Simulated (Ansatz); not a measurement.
# Zr (bcc type): a single-point run

Wanted: a converged single-point run for Zr (bcc type), and a check of what comes out.

Method: DFT, PBE, all-electron PAW with datasets made for the crystal, scalar-relativistic, in Ansatz 0.2.0.

## 1. The structure to begin with

The structure is cubic, space group Im-3m (No. 229). The conventional cell has a = 2.634 Å, b = 2.634 Å, c = 2.634 Å, α = 90.00°, β = 90.00°, γ = 90.00°. Zr (site symmetry m-3m) has 8 Zr at 2.28 Å as nearest neighbours.

Coordinates:

```cif
data_structure
_symmetry_space_group_name_H-M 'Im-3m'
_symmetry_Int_Tables_number 229
_cell_length_a 2.6344
_cell_length_b 2.6344
_cell_length_c 2.6344
_cell_angle_alpha 90.000
_cell_angle_beta 90.000
_cell_angle_gamma 90.000
_cell_volume 18.28
loop_
_atom_site_label
_atom_site_type_symbol
_atom_site_symmetry_multiplicity
_atom_site_Wyckoff_symbol
_atom_site_fract_x
_atom_site_fract_y
_atom_site_fract_z
_atom_site_occupancy
Zr1 Zr 2 a 0.00000 0.00000 0.00000 1
```

## 2. Input and run

input.yaml reads:

```yaml
crystal:
  lattice:
    - [-1.3172023999, 1.3172023999, 1.3172023999]
    - [1.3172023999, -1.3172023999, 1.3172023999]
    - [1.3172023999, 1.3172023999, -1.3172023999]
  atoms:
    - { symbol: Zr, position: [0.0, 0.0, 0.0] }
kpoints:
  mp_grid: { grid: [16, 16, 16] }
scf:
  occupations: { method: fermi_dirac, width: 0.05 }
  mixing: { algorithm: anderson, beta: 1.0, ndim: 1, preconditioner: none }
  max_iter: 80
hamiltonian:
  xc: pbe
  pseudopotentials: { kind: all_electron, datasets: crystal }
output:
  forces: true
  stress: true
  eigenvalues: true
```

The run is started by

```
ansatz run input.yaml --threads 1 --pin off --max-ram 2048MiB --backend cpu --events-out ev --progress --plain --runs-dir out
```

What happens when this is run?

The run converged and reported no error, with warnings (crystal datasets made). It gives a pressure of 405 GPa, which is large; a structure far from rest gives such values too, whatever the setting.

In the input, scf.mixing.algorithm is anderson; scf.mixing.beta is 1.0; scf.mixing.ndim is 1; scf.mixing.preconditioner is none. The risk: mixing too aggressive. Here it converged all the same; such a setting changes the road, not the converged state. Several mixing settings were changed at once, so this run can't tell how much each is to blame.

To check: delete scf.mixing.algorithm, scf.mixing.beta, scf.mixing.ndim and scf.mixing.preconditioner (the default then holds).
